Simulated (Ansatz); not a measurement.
## TiO2, space group R-3m: an all-electron equation of state, step by step

Computed with Ansatz 0.2.0 through its Python package.

Notebook, run cell by cell (the value of a cell's last expression is shown):

```python
import ansatz as az
from ase.eos import EquationOfState
from ase.units import GPa
import numpy as np
```

```python
VECTORS = np.array([
    [1.497331, 0.864485, 6.981544],
    [-1.497331, 0.864485, 6.981544],
    [0.0, -1.728969, 6.981544],
])
SITES = [
    ("Ti", (0.0, 0.0, 0.0)),
    ("O", (0.620467, 0.620467, 0.620467)),
    ("O", (0.379533, 0.379533, 0.379533)),
]
```

```python
def make_crystal(cell):
    crystal = az.Crystal(lattice=az.Lattice.of(cell))
    for symbol, position in SITES:
        crystal = crystal.atom(symbol, position)
    return crystal
```

```python
volumes, energies = [], []
for scale in np.linspace(0.94, 1.06, 7):
    cell = VECTORS * scale ** (1 / 3)
    model = (
        make_crystal(cell).calculation()
        .occupations("fixed")
        .functional("pbesol")
        .scf(tolerance=1e-07, extra_bands=4)
        .kpoints(7, 7, 7)
        .pseudopotentials("all_electron", lapw=True, relativity="scalar")
    )
    data = model.run(threads=1, backend="cpu").report
    volumes.append(abs(np.linalg.det(cell)) / len(SITES))
    energies.append(data["free_energy_ev"] / len(SITES))
    print(f"{scale:.3f} {volumes[-1]:9.4f} A^3/atom {energies[-1]:16.5f} eV/atom  (estimated basis error {1000 * data['lapw_basis_errors']['total_ev_per_atom']:.2f} meV/atom)")
v0, e0, bulk = EquationOfState(volumes, energies, eos="birchmurnaghan").fit()
print(f"V0 = {v0:.4f} A^3/atom, B0 = {bulk / GPa:.1f} GPa")
```

    RunWarning: iter 2: σ=0 fill of 18 bands saw a band overlap (occupied 3.1094 eV > unoccupied 2.3602 eV) — on an unconverged iterate often a transient of an unconverged empty band; one that stands at [...]
    0.940   16.9897 A^3/atom      -9098.32532 eV/atom  (estimated basis error 0.12 meV/atom)
    0.960   17.3511 A^3/atom      -9098.33092 eV/atom  (estimated basis error 0.12 meV/atom)
    0.980   17.7126 A^3/atom      -9098.32990 eV/atom  (estimated basis error 0.12 meV/atom)
    1.000   18.0741 A^3/atom      -9098.32296 eV/atom  (estimated basis error 0.12 meV/atom)
    1.020   18.4356 A^3/atom      -9098.31071 eV/atom  (estimated basis error 0.12 meV/atom)
    1.040   18.7971 A^3/atom      -9098.29369 eV/atom  (estimated basis error 0.12 meV/atom)
    1.060   19.1585 A^3/atom      -9098.27241 eV/atom  (estimated basis error 0.12 meV/atom)
    V0 = 17.4720 A^3/atom, B0 = 136.3 GPa

A third-order Birch-Murnaghan fit through the 7 points has its minimum at 17.47 Å³ an atom, 3.3 % below the typed cell, with a bulk modulus of 136 GPa and dB/dP = 4.3. From that minimum the energy rises by 6.0 meV an atom on the compressed side and 58.9 meV on the expanded side. The window is off centre, so dB/dP is rough.

Caveats:
- The settings weren't tested for convergence.
- No spin polarisation was allowed.
- Shape and fractional positions are held along the curve, so the bulk modulus is an upper value where they are free to relax.
- The structure comes from a database of computed cells and needn't be a stable or known phase.
- Warnings are shown shortened and without file and line.
- Run time: 2.8 min on 1 thread of Arm Neoverse V2, with other jobs on the host, peak memory 0.61 GiB.

(Lines on the test bed's own set-up are left out of the output.)
